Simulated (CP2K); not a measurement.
Runs of CP2K 2026.2 on Cu2O (Cuprite). Symmetry: Pn-3m, No. 224, cubic system. The conventional cell has a = 4.260 Å, b = 4.260 Å, c = 4.260 Å, α = 90.00°, β = 90.00°, γ = 90.00°. Cu (site symmetry -3m) has 2 O at 1.84 Å as nearest neighbours. Around O (site symmetry -43m) lie 4 Cu at 1.84 Å. 

| potentials or basis | ADDED_MOS | gap on the mesh (eV) | pressure (GPa) |
| --- | --- | --- | --- |
| POTENTIAL_UZH Cu GTH-PBE-q11, O GTH-PBE-q6; TZVP-MOLOPT-PBE-GTH basis | [30] | 0.47 | 5.3 |
| GTH_POTENTIALS Cu GTH-PBE-q11, O GTH-PBE-q6; DZVP-MOLOPT-SR-GTH basis | [30] | 0.47 | 6.2 |
| GTH_POTENTIALS Cu GTH-PBE-q11, O GTH-PBE-q6; SZV-MOLOPT-SR-GTH basis | [16] | (a) | 11.5 |
| POTENTIAL_UZH Cu GTH-PBE-q11, O GTH-PBE-q6; TZV2P-MOLOPT-PBE-GTH basis | [30] | 0.47 | (c) |
| GTH_POTENTIALS Cu GTH-PBE-q11, O GTH-PBE-q6; TZVP-MOLOPT-SR-GTH, TZVP-MOLOPT-GTH basis | [30] | 0.48 | 5.8 |
| POTENTIAL_UZH Cu GTH-PBE-q11, O GTH-PBE-q6; DZVP-MOLOPT-PBE-GTH basis | [30] | 0.46 | (b) |
| POTENTIAL_UZH Cu GTH-PBE-q11, O GTH-PBE-q6; ccGRB-D basis | [30] | 0.46 | 4.1 |

Alike in all rows: task band structure; level PBE; no spin polarisation; cell as given; k mesh 6 × 6 × 6; smearing fermi-dirac 0.05 eV.

**Question.** Fill in the values left out.

**Answer.** (a) 1.04; (b) 5.4; (c) 5.1.

Caveats: the basis of atomic orbitals isn't converged, which shifts pressures, moduli and gaps; a minimal basis gives rough bond lengths, pressures and levels (some runs).

